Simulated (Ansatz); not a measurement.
## Pressure against volume: FeO

```yaml
crystal:
  lattice:
    - [1.51768, 0.87623, 2.51579]
    - [-1.51768, 0.87623, 2.51579]
    - [0.00000, -1.75247, 2.51579]
  atoms:
    - { symbol: Fe, position: [0.00000, 0.00000, 0.00000] }
    - { symbol: O, position: [0.50000, 0.50000, 0.50000] }
```

The structure is an experimental refinement, used without relaxation.

Semilocal functionals without U often leave such compounds metallic or with too small a gap, and the real magnetic order may differ.

Other magnetic orders may lie lower; this is the state that the run reached.

All numbers are computed: DFT, PBE, all-electron LAPW, scalar-relativistic (Ansatz 0.2.0); DFT, PBE, PAW with Ansatz's default frozen-core files, scalar-relativistic (Ansatz 0.2.0).

For LAPW: a Γ-centred 16×16×16 k mesh, Fermi–Dirac smearing of 0.03 eV, basis error target 0.5 meV/atom, spin-polarised from start moments Fe1 3 μB. PAW takes a cutoff of 420 eV at this cell. The Ansatz runs share mesh, smearing and spin set-up. Plane-wave (PAW) pressures include the program's estimate of the Pulay term.

The cell above is scaled evenly, with fractional coordinates and shape held.

```csv
V/V(cell),V (Å³/atom),"P, LAPW (GPa)","P, PAW (GPa)","moment, LAPW (μB)","free energy over the lowest listed, PAW (meV/atom)"
0.9500,9.535,9.69,9.78,4.00,13.4
0.9750,9.786,4.08,4.16,4.00,2.6
1.0000,10.037,-0.80,-0.72,4.00,0.0
1.0250,10.288,-5.05,-4.98,4.00,4.5
1.0500,10.539,-8.74,-8.66,4.00,15.3
```

Question: What do Birch–Murnaghan fits to the pressures give?

Answer: LAPW: V0 = 9.99 Å³/atom, B0 = 186 GPa, B0′ = 4.5; PAW: V0 = 10.00 Å³/atom, B0 = 185 GPa, B0′ = 4.6.

PAW's V0 lies 0.04 % from the all-electron value and its B0 -0.1 %. With shape and internal coordinates held, B0 is an upper bound to the relaxed modulus.
